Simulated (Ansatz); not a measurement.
# How the conductance of Cu/BN/Ni changes with thickness, part 7 of 8

Aim: the conductance of Cu/BN/Ni junctions as the barrier thickens. The lower electrode is Cu fcc(111), the upper one Ni fcc(111); the barrier is BN zinc blende(111) (whole bilayers). In the first transport cell, after relaxation, the nearest pair of electrode and barrier is Cu–N at 1.99 Å, along the normal, at the lower face and Ni–B at 2.40 Å, at a slant, at the upper one. All share a net of side 2.567 Å, which strains the lower electrode by +0.0 %, the upper one by +3.1 % and the barrier by +0.0 %, against typed lattice constants near PBE's. The first steps treat the bulk electrodes alone.

Ansatz 0.2.0; PBE DFT, plane waves, PAW files (the session's first sound run).

So far. Step 13 (Conductance on a fine mesh, atomic planes in the …): G = 9.0e10 S/m² (1/G = 11.2 Ω µm²), 0.38 times the step before of this kind. The largest error estimate is 25 %, from the leads' potential steps. In the worse lead the potential repeats within 25.9 meV, which the program flags as too much for a lead, so G carries that doubt.

## (14) The series together

Times are for 4 threads of Arm Neoverse V1, shared host. Results by setting:

| no. | gap between the electrodes (Å) | junction conductance (S/m²) | resistance-area product beyond the leads (Ω um²) | time | memory (GiB) |
| --- | --- | --- | --- | --- | --- |
| 1 | 6.48 | 2.20e14 | 0.003698 | 7.2 min | 2.7 |
| 2 | 8.58 | 8.16e13 | 0.01142 | 7.8 min | 2.8 |
| 3 | 10.69 | 3.02e13 | 0.03224 | 8.9 min | 2.9 |
| 4 | 12.8 | 1.14e13 | 0.08709 | 9.5 min | 3.1 |
| 5 | 14.91 | 4.31e12 | 0.2311 | 9.4 min | 3.2 |
| 6 | 17.01 | 1.64e12 | 0.6089 | 9.8 min | 3.4 |
| 7 | 21.23 | 2.37e11 | 4.219 | 11 min | 3.7 |
| 8 | 23.34 | 8.97e10 | 11.15 | 12 min | 3.9 |

The runs together, line t_junction_0_up. The t_junction_0_up by energy, zero at the Fermi level:

| energy (eV) | 6.48 | 8.58 | 12.8 | 14.91 | 21.23 | 23.34 |
| --- | --- | --- | --- | --- | --- | --- |
| -0.260 | 0.181 | 0.0812 | 0.0177 | 0.00867 | 0.00103 | 4.9e-4 |
| -0.223 | 0.176 | 0.0766 | 0.0157 | 0.00740 | 7.9e-4 | 3.7e-4 |
| -0.185 | 0.172 | 0.0729 | 0.0139 | 0.00628 | 5.9e-4 | 2.7e-4 |
| -0.147 | 0.169 | 0.0693 | 0.0122 | 0.00528 | 4.3e-4 | 1.9e-4 |
| -0.110 | 0.175 | 0.0680 | 0.0107 | 0.00438 | 3.1e-4 | 1.3e-4 |
| -0.072 | 0.171 | 0.0650 | 0.00950 | 0.00378 | 2.4e-4 | 9.5e-5 |
| -0.035 | 0.164 | 0.0611 | 0.00845 | 0.00325 | 1.9e-4 | 7.2e-5 |
| 0.003 | 0.159 | 0.0576 | 0.00749 | 0.00277 | 1.4e-4 | 5.4e-5 |
| 0.040 | 0.155 | 0.0545 | 0.00657 | 0.00234 | 1.1e-4 | 3.9e-5 |
| 0.077 | 0.151 | 0.0515 | 0.00568 | 0.00193 | 7.9e-5 | 2.7e-5 |
| 0.115 | 0.149 | 0.0488 | 0.00491 | 0.00159 | 5.7e-5 | 1.9e-5 |
| 0.152 | 0.151 | 0.0474 | 0.00437 | 0.00137 | 4.4e-5 | 1.4e-5 |
| 0.190 | 0.149 | 0.0455 | 0.00395 | 0.00121 | 3.6e-5 | 1.1e-5 |
| 0.228 | 0.144 | 0.0430 | 0.00355 | 0.00105 | 2.9e-5 | 8.9e-6 |
| 0.265 | 0.139 | 0.0408 | 0.00317 | 9.2e-4 | 2.4e-5 | 7.0e-6 |

## (15) Fit against thickness

This step: Fit of the logarithm of the conductance against the barrier's thickness, from PBE DFT, plane waves, PAW files (Ansatz 0.2.0).

No new run: the logarithm is fitted against the thickness.

Numbers from this step:

```yaml
decay_constant_of_the_conductance: 0.46 Å⁻¹
r_m_s_misfit_of_ln_g: 0.01
```

From the end points alone, β = ln(2.2e+14 / 8.97e+10) / 16.86 Å = 7.81 / 16.86 Å = 0.46 Å⁻¹.

## (16) The same cell, other settings, 26 atoms: output.transmission.temperature = 900.0

This step: PBE DFT, plane waves, PAW files; ballistic transmission by layer matching between semi-infinite leads; changed: output.transmission.temperature = 900.0 (Ansatz 0.2.0).

System of this step: Cu/BN/Ni. The cell holds 26 atoms: 8 Cu, 4 N, 4 B and 10 Ni. Cell: a = 2.567 Å, b = 2.567 Å, c = 57.295 Å, α = 90.0°, β = 90.0°, γ = 120.0°. Regions: left electrode, 8 atoms (8 Cu); barrier, 8 atoms (4 N and 4 B); right electrode, 10 atoms (10 Ni). Vacuum lies along c.

It is meant to test how the leads' temperature enters. Where the input is shown as a difference, that is against the step before, not the twin.

Contents of input.yaml:

```yaml
crystal:
  lattice:
    - [2.567, 0.0, 0.0]
    - [-1.2835, 2.2230872115, 0.0]
    - [0.0, 0.0, 57.2952976285]
  atoms:
    - { symbol: Cu, position: [0.66666667, 0.33333333, 0.1221740752] }
    - { symbol: Cu, position: [0.0, 0.0, 0.1587325333] }
    - { symbol: Cu, position: [0.33333333, 0.66666667, 0.1952909913] }
    - { symbol: Cu, position: [0.66666667, 0.33333333, 0.2318494494] }
    - { symbol: Cu, position: [0.0, 0.0, 0.2684079075] }
    - { symbol: Cu, position: [0.33333333, 0.66666667, 0.3049663656] }
    - { symbol: Cu, position: [0.66666667, 0.33333333, 0.3415248236] }
    - { symbol: Cu, position: [0.0, 0.0, 0.3776004977] }
    - { symbol: "N", position: [0.0, 0.0, 0.4124081841] }
    - { symbol: B, position: [0.33333333, 0.66666667, 0.4200680114] }
    - { symbol: "N", position: [0.33333333, 0.66666667, 0.4488516012] }
    - { symbol: B, position: [0.66666667, 0.33333333, 0.457255073] }
    - { symbol: "N", position: [0.66666667, 0.33333333, 0.4855905934] }
    - { symbol: B, position: [0.0, 0.0, 0.4940385047] }
    - { symbol: "N", position: [0.0, 0.0, 0.5224433931] }
    - { symbol: B, position: [0.33333333, 0.66666667, 0.5312377041] }
    - { symbol: Ni, position: [0.66666667, 0.33333333, 0.5641966854], spin: 0.7 }
    - { symbol: Ni, position: [0.0, 0.0, 0.599167048], spin: 0.7 }
    - { symbol: Ni, position: [0.33333333, 0.66666667, 0.6339994076], spin: 0.7 }
    - { symbol: Ni, position: [0.66666667, 0.33333333, 0.6688317672], spin: 0.7 }
    - { symbol: Ni, position: [0.0, 0.0, 0.7036641268], spin: 0.7 }
    - { symbol: Ni, position: [0.33333333, 0.66666667, 0.7384964864], spin: 0.7 }
    - { symbol: Ni, position: [0.66666667, 0.33333333, 0.773328846], spin: 0.7 }
    - { symbol: Ni, position: [0.0, 0.0, 0.8081612056], spin: 0.7 }
    - { symbol: Ni, position: [0.33333333, 0.66666667, 0.8429935652], spin: 0.7 }
    - { symbol: Ni, position: [0.66666667, 0.33333333, 0.8778259248], spin: 0.7 }
magnetization:
  spin_polarized: true
kpoints:
  mp_grid: { grid: [12, 12, 1] }
scf:
  occupations: { method: fermi_dirac, width: 0.1 }
  max_iter: 150
hamiltonian:
  xc: pbe
output:
  transmission:
    kmesh: [18, 18]
    e_range: [-3, 3]
    de: 0.1
    leads: [[3, 4], [21, 22]]
    temperature: 900.0
  dos: { projected: true, e_range: [-6, 5], de: 0.05 }
  write_potential: true
  write_density: true
  volumetric_format: npy
```

Launch:

```sh
> ansatz run input.yaml --threads 4 --pin off --max-ram 12288MiB --backend cpu --events-out ev --progress --plain --runs-dir out
```

Numbers of over 12 decimals in the logs are rounded to 6 here.

The program printed:

```text
[...]
Crystal: 26 atoms, lattice volume = 326.965 Å³
Basis set: ecut = 420 eV, 6557 PW (Γ)
Bands: 223, of which v1, the nominal top of the filled ones, is band 182 counted from 1 (181 counted from 0)
Symmetry: 6 space group operations
[...]
k-points: 19 of 144 (time reversal used)
[...]
Starting moments: Σ|m| = 7 μB on 10 of 26 sites
[...]
SCF iter   1: F=—  HF=-113564.433891 eV  |F-HF|=—  |Δ(HF+E_count)|=         —  Δρ=1.78e-1 (↑1.61e-1 ↓1.78e-1)  dr2=9.86e3  dr2_m=5.82e0  M=1.315 μB ∫|m|=1.556 μB  β_m=0.30  ethr=3.10e-3  ⟨swp⟩=6.3  Hψ=31795  notcnv=0  defer=251
[...]
SCF iter  25: F=-113564.377112 eV  HF=-113564.377112 eV  |F-HF|=4.96e-8  |Δ(HF+E_count)|=   1.18e-9  Δρ=8.32e-7 (↑2.20e-7 ↓8.32e-7)  dr2=5.05e-8  dr2_m=3.56e-10  M=6.089 μB ∫|m|=7.019 μB  ethr=2.56e-11  ⟨swp⟩=10.9  Hψ=36597  notcnv=0
SCF 1 converged in 25 iterations: F = -113564.377112 eV  dr2 = 5.05e-8
[...]
transmission: 358 of 3552 steps passed
transmission: 718 of 3552 steps passed
[...]
transmission: 3552 of 3552 steps passed
[...]
SCF converged after 25 iterations
Magnetization: 6.0885 μB (185.0443 up, 178.9557 down)
Absolute magnetization: 7.0264 μB (∫|ρ↑−ρ↓|, with the PAW one-centre terms)
[...]
Per-site moments (μB) at R_I (Å): [(-7.154479751983173e-6, 1.058443), (-4.436712661557198e-6, 1.058443), (-2.1810120222008452e-6, 1.058443), (-1.1567375104734984e-6, 1.058443), (-6.3431981498239e-7, 1.058443), (6.611076423695192e-6, 1.058443), (2.832397347085515e-5, 1.049150), (4.068873158134719e-5, 0.822656), (8.164937476999241e-5, 0.637590), (-1.0535268869012176e-5, 0.637590), (4.1609895618501204e-5, 0.642801), (-7 [...]
Free energy (F): -113564.377112 eV
[...]
Internal energy: -113563.711412 eV  (E = F + TS)
E sigma→0 (E₀):  -113564.044262 eV
Entropy (-TS):   -0.665700 eV (-25.604 meV/atom)
Fermi energy:    11.505187 eV
[...]
--- Band table (eV; the first three rows and the last of 38) ---
  k-point 0 ↑: bands = [... 178 lower, 10.2651, 10.3456, 10.3456, 10.4635, 10.4635, 10.6115, 10.6115, 10.7627, ... 37 higher]
  k-point 1 ↑: bands = [... 178 lower, 10.3262, 10.3757, 10.3954, 10.4599, 10.4801, 10.4876, 10.6223, 10.6287, ... 37 higher]
  k-point 2 ↑: bands = [... 178 lower, 10.3733, 10.3850, 10.3892, 10.4498, 10.5255, 10.5452, 10.6475, 10.7882, ... 37 higher]
  k-point 18 ↓: bands = [... 178 lower, 13.4777, 14.7741, 14.7751, 14.8036, 14.9312, 14.9339, 15.1625, 15.2716, ... 37 higher]
--- Transmission ---
  basis      : 55 plane waves across, 48 finite elements along
  points     : 37, standing for a mesh of 18 x 18
[...]
filled         : 6.6 meV under the level at which it is neutral
    channels       : 8.055556e-1 up, 8.055556e-1 down
[...]
slowest decay  : 0.0855 /Å at (0.4444, 0.1111)
[...]
filled         : 6.7 meV under the level at which it is neutral
    channels       : 6.975309e-1 up, 1.787037e0 down
[...]
slowest decay  : 0.0777 /Å at (0.4444, 0.1111)
  junction   : crystal 0 to crystal 1, 13.63 to 40.01 Å
    transmission   : 2.073034e-2 up, 2.443391e-2 down
[...]
resistance     : 3.0049e-2 Ω µm² beyond half of each lead's own
```

Elapsed: 11 min, on 4 threads of Arm Neoverse V1, shared host; peak memory 3.8 GiB.

Numbers from this step:

* free energy: -113564.3771 eV
* Fermi energy: 11.51 eV
* magnetization: 6.089 μB
* absolute magnetization: 7.026 μB
* transmission at the Fermi level, spin up: 0.02073
* transmission at the Fermi level, spin down: 0.02443
* potential step in the lower lead: 25.4 meV
* ballistic conductance of the lower lead: 1.09e15 S/m²
* ballistic conductance of the upper lead: 1.65e15 S/m²
* junction conductance: 3.24e13 S/m²
* error estimates by source, in the log's order: 0.2, 1.4, 22.3, 12.4, 1.8 %
* resistance-area product beyond the leads: 0.03005 Ω um²

Each spin. The transmission, zone mean by energy, zero at the Fermi level:

| energy (eV) | transmission, up | transmission, down |
| --- | --- | --- |
| -3.00 | 0.187 | 0.149 |
| -2.90 | 0.209 | 0.158 |
| -2.70 | 0.196 | 0.203 |
| -2.40 | 0.241 | 0.210 |
| -2.30 | 0.318 | 0.215 |
| -2.10 | 0.216 | 0.267 |
| -1.90 | 0.176 | 0.278 |
| -1.70 | 0.216 | 0.273 |
| -1.60 | 0.0748 | 0.179 |
| -1.30 | 0.115 | 0.0601 |
| -1.10 | 0.138 | 0.0766 |
| -1.00 | 0.127 | 0.0848 |
| -0.70 | 0.111 | 0.103 |
| -0.40 | 0.0509 | 0.0643 |
| -0.10 | 0.0266 | 0.0325 |
| 0.00 | 0.0207 | 0.0244 |
| 0.10 | 0.0156 | 0.0168 |
| 0.40 | 0.00779 | 0.00708 |
| 0.70 | 0.00419 | 0.00398 |
| 1.00 | 0.00182 | 0.00173 |
| 1.30 | 0.00113 | 0.00106 |
| 1.60 | 8.7e-4 | 8.2e-4 |
| 1.90 | 8.7e-4 | 8.2e-4 |
| 2.10 | 0.00121 | 0.00113 |
| 2.40 | 7.6e-4 | 7.4e-4 |
| 2.70 | 0.00204 | 0.00200 |
| 3.00 | 0.00157 | 0.00150 |

Each spin. Open channels, zone mean against energy, zero at the Fermi level:

| energy (eV) | lower lead, up | upper lead, up | lower lead, down | upper lead, down |
| --- | --- | --- | --- | --- |
| -3.00 | 1.79 | 1.03 | 1.79 | 0.917 |
| -2.80 | 1.77 | 1.49 | 1.77 | 0.991 |
| -2.50 | 1.49 | 1.69 | 1.49 | 1.06 |
| -2.30 | 1.75 | 1.85 | 1.75 | 1.14 |
| -2.00 | 1.61 | 1.48 | 1.61 | 1.53 |
| -1.80 | 1.61 | 1.38 | 1.61 | 1.60 |
| -1.60 | 1.77 | 1.42 | 1.77 | 1.54 |
| -1.30 | 0.577 | 1.80 | 0.577 | 1.31 |
| -1.10 | 0.614 | 1.72 | 0.614 | 1.33 |
| -0.80 | 0.676 | 1.96 | 0.676 | 1.60 |
| -0.60 | 0.713 | 1.86 | 0.713 | 1.62 |
| -0.40 | 0.731 | 0.623 | 0.731 | 1.44 |
| -0.10 | 0.806 | 0.623 | 0.806 | 1.62 |
| 0.00 | 0.806 | 0.698 | 0.806 | 1.79 |
| 0.10 | 0.806 | 0.716 | 0.806 | 2.01 |
| 0.40 | 0.787 | 0.75 | 0.787 | 0.630 |
| 0.60 | 0.824 | 0.787 | 0.824 | 0.694 |
| 0.80 | 0.880 | 0.806 | 0.880 | 0.713 |
| 1.10 | 0.843 | 0.824 | 0.843 | 0.731 |
| 1.30 | 0.824 | 0.824 | 0.824 | 0.824 |
| 1.60 | 0.815 | 0.880 | 0.815 | 0.806 |
| 1.80 | 0.815 | 0.880 | 0.815 | 0.843 |
| 2.00 | 0.815 | 0.880 | 0.815 | 0.824 |
| 2.30 | 0.741 | 0.843 | 0.741 | 0.889 |
| 2.50 | 0.741 | 0.833 | 0.741 | 0.852 |
| 2.80 | 0.685 | 0.870 | 0.685 | 0.852 |
| 3.00 | 0.648 | 0.870 | 0.648 | 0.833 |

Transmission over k1 and k2. At 0.0000 eV from the Fermi level, spin up.

Values, 12 rows by 16 columns, each cell a mean:
```
0.002 0.010 0.004 0.002 0.001 0.001 0.002 0.006 0.009 0.003 0.000 0.000 0.000 0.000 0.000 0.000
0.000 0.003 0.005 0.007 0.006 0.005 0.006 0.007 0.006 0.005 0.001 0.000 0.000 0.000 0.000 0.000
0.000 0.001 0.005 0.010 0.017 0.030 0.038 0.031 0.017 0.010 0.004 0.001 0.000 0.000 0.000 0.000
0.000 0.001 0.003 0.012 0.036 0.074 0.115 0.119 0.075 0.037 0.013 0.003 0.001 0.000 0.000 0.000
0.001 0.004 0.006 0.013 0.047 0.122 0.156 0.087 0.122 0.129 0.077 0.023 0.008 0.004 0.002 0.001
0.020 0.009 0.005 0.010 0.028 0.092 0.150 0.018 0.004 0.068 0.142 0.060 0.017 0.008 0.005 0.009
0.001 0.002 0.004 0.005 0.010 0.034 0.106 0.127 0.058 0.061 0.141 0.110 0.038 0.011 0.005 0.005
0.000 0.000 0.000 0.001 0.003 0.009 0.033 0.082 0.130 0.143 0.145 0.093 0.040 0.011 0.004 0.001
0.000 0.000 0.000 0.000 0.000 0.001 0.005 0.012 0.027 0.046 0.053 0.037 0.020 0.009 0.004 0.000
0.000 0.000 0.000 0.000 0.000 0.000 0.002 0.006 0.009 0.011 0.011 0.010 0.009 0.008 0.006 0.001
0.000 0.000 0.000 0.000 0.000 0.000 0.000 0.005 0.006 0.005 0.003 0.002 0.003 0.004 0.004 0.008
0.019 0.001 0.000 0.000 0.000 0.000 0.000 0.001 0.022 0.003 0.000 0.000 0.000 0.000 0.002 0.005
```
Columns: k1 (b1) from -0.5 to 0.444; rows upwards: k2 (b2) from -0.5 to 0.444.

Open channels of the lower lead, spin up over k1 and k2. At 0.0000 eV from the Fermi level, spin up.

Values, 12 rows by 16 columns, each cell a mean:
```
1.00 1.00 1.00 1.00 1.00 1.00 1.00 1.00 1.00 0.85 0.22 0.00 0.00 0.00 0.00 0.00
1.00 1.00 1.00 1.00 1.00 1.00 1.00 1.00 1.00 1.00 0.89 0.37 0.00 0.00 0.00 0.00
1.00 1.00 1.00 1.00 1.00 1.00 1.00 1.00 1.00 1.00 1.00 1.00 0.63 0.11 0.00 0.00
1.00 1.00 1.00 1.00 1.00 1.00 1.00 1.00 1.00 1.00 1.00 1.00 1.00 0.78 0.15 0.00
1.00 1.00 1.00 1.00 1.00 1.00 1.00 0.70 0.70 1.00 1.00 1.00 1.00 1.00 1.00 0.41
1.00 1.00 1.00 1.00 1.00 1.00 1.00 0.11 0.04 0.48 1.00 1.00 1.00 1.00 1.00 1.00
0.96 0.74 1.00 1.00 1.00 1.00 1.00 1.00 0.33 0.48 1.00 1.00 1.00 1.00 1.00 1.00
0.89 0.07 0.56 1.00 1.00 1.00 1.00 1.00 1.00 1.00 1.00 1.00 1.00 1.00 1.00 1.00
0.89 0.00 0.00 0.30 0.85 1.00 1.00 1.00 1.00 1.00 1.00 1.00 1.00 1.00 1.00 1.00
0.89 0.00 0.00 0.00 0.19 0.78 1.00 1.00 1.00 1.00 1.00 1.00 1.00 1.00 1.00 1.00
0.89 0.00 0.00 0.00 0.00 0.00 0.52 0.96 1.00 1.00 1.00 1.00 1.00 1.00 1.00 1.00
0.96 0.67 0.67 0.67 0.67 0.67 0.67 0.96 1.00 1.00 1.00 1.00 1.00 1.00 1.00 1.00
```
Columns: k1 (b1) from -0.5 to 0.444; rows upwards: k2 (b2) from -0.5 to 0.444.

Open channels of the upper lead, spin up over k1 and k2. At 0.0000 eV from the Fermi level, spin up.

Values, 12 rows by 16 columns, each cell a mean:
```
0.70 1.00 1.00 1.00 0.63 0.78 1.00 1.00 1.00 0.78 0.00 0.00 0.00 0.00 0.00 0.00
0.11 1.00 1.00 1.00 1.00 1.00 1.00 1.00 1.00 0.93 0.44 0.00 0.00 0.00 0.00 0.00
0.07 0.74 1.00 1.00 1.00 1.00 1.00 1.00 1.00 1.00 1.00 0.56 0.00 0.00 0.00 0.00
0.07 0.74 1.00 1.00 1.00 1.00 1.00 1.00 1.00 1.00 1.00 0.85 0.67 0.22 0.00 0.00
0.41 1.00 1.00 1.00 1.00 1.00 1.00 1.00 1.00 1.00 1.00 1.00 1.00 1.00 0.48 0.33
1.00 1.00 1.00 1.00 1.00 1.00 1.00 1.00 1.00 1.00 1.00 1.00 1.00 1.00 1.00 1.00
0.67 0.67 0.78 1.00 1.00 1.00 1.00 1.00 1.00 1.00 1.00 1.00 1.00 1.00 1.00 1.00
0.00 0.00 0.11 0.63 1.00 1.00 1.00 1.00 1.00 1.00 1.00 1.00 1.00 1.00 1.00 1.00
0.00 0.00 0.00 0.00 0.00 0.67 1.00 1.00 1.00 1.00 1.00 1.00 1.00 1.00 1.00 0.41
0.00 0.00 0.00 0.00 0.00 0.22 0.85 1.00 1.00 1.00 1.00 1.00 1.00 1.00 1.00 1.00
0.30 0.00 0.00 0.00 0.00 0.00 0.00 0.89 1.00 1.00 1.00 0.85 0.85 1.00 1.00 1.00
0.96 0.52 0.00 0.00 0.00 0.00 0.00 0.89 1.00 0.85 0.33 0.19 0.19 0.33 0.33 0.93
```
Columns: k1 (b1) from -0.5 to 0.444; rows upwards: k2 (b2) from -0.5 to 0.444.

Transmission over k1 and k2. At 0.0000 eV from the Fermi level, spin dn.

Ten even steps from '_' (0.000) to '@' (0.250):
```
____________________________________
____________________________________
____________________________________
____________________________________
__________..::--::..________________
__________::==####==::______________
__________--##@@##@@##--____________
__________::####____####::__________
__________..==@@______@@==..________
____________::####____####::________
______________--##@@##@@##--________
________________::==####==::________
__________________..::--::..________
____________________________________
____________________________________
____________________________________
____________________________________
____________________________________
```
Columns: k1 (b1) from -0.5 to 0.444; rows upwards: k2 (b2) from -0.5 to 0.444.

Open channels of the lower lead, spin down over k1 and k2. At 0.0000 eV from the Fermi level, spin dn.

Values, 12 rows by 16 columns, each cell a mean:
```
1.00 1.00 1.00 1.00 1.00 1.00 1.00 1.00 1.00 0.85 0.22 0.00 0.00 0.00 0.00 0.00
1.00 1.00 1.00 1.00 1.00 1.00 1.00 1.00 1.00 1.00 0.89 0.37 0.00 0.00 0.00 0.00
1.00 1.00 1.00 1.00 1.00 1.00 1.00 1.00 1.00 1.00 1.00 1.00 0.63 0.11 0.00 0.00
1.00 1.00 1.00 1.00 1.00 1.00 1.00 1.00 1.00 1.00 1.00 1.00 1.00 0.78 0.15 0.00
1.00 1.00 1.00 1.00 1.00 1.00 1.00 0.70 0.70 1.00 1.00 1.00 1.00 1.00 1.00 0.41
1.00 1.00 1.00 1.00 1.00 1.00 1.00 0.11 0.04 0.48 1.00 1.00 1.00 1.00 1.00 1.00
0.96 0.74 1.00 1.00 1.00 1.00 1.00 1.00 0.33 0.48 1.00 1.00 1.00 1.00 1.00 1.00
0.89 0.07 0.56 1.00 1.00 1.00 1.00 1.00 1.00 1.00 1.00 1.00 1.00 1.00 1.00 1.00
0.89 0.00 0.00 0.30 0.85 1.00 1.00 1.00 1.00 1.00 1.00 1.00 1.00 1.00 1.00 1.00
0.89 0.00 0.00 0.00 0.19 0.78 1.00 1.00 1.00 1.00 1.00 1.00 1.00 1.00 1.00 1.00
0.89 0.00 0.00 0.00 0.00 0.00 0.52 0.96 1.00 1.00 1.00 1.00 1.00 1.00 1.00 1.00
0.96 0.67 0.67 0.67 0.67 0.67 0.67 0.96 1.00 1.00 1.00 1.00 1.00 1.00 1.00 1.00
```
Columns: k1 (b1) from -0.5 to 0.444; rows upwards: k2 (b2) from -0.5 to 0.444.

The temperature enters the conductance and not T(E) itself. With it this window yields a conductance, 3.2e13 S/m², which the twin's didn't.

[end of part 7 of 8]

[Logs are printed without paths, hosts, clocks, repeated set-up lines and the standing remarks that a program may print on its own settings, such as how far it seeks lower states.]

[Hosts, paths, dates, database ids (printed as entryN), source tags and the programs' standing remarks are cut or masked in the printed files.]
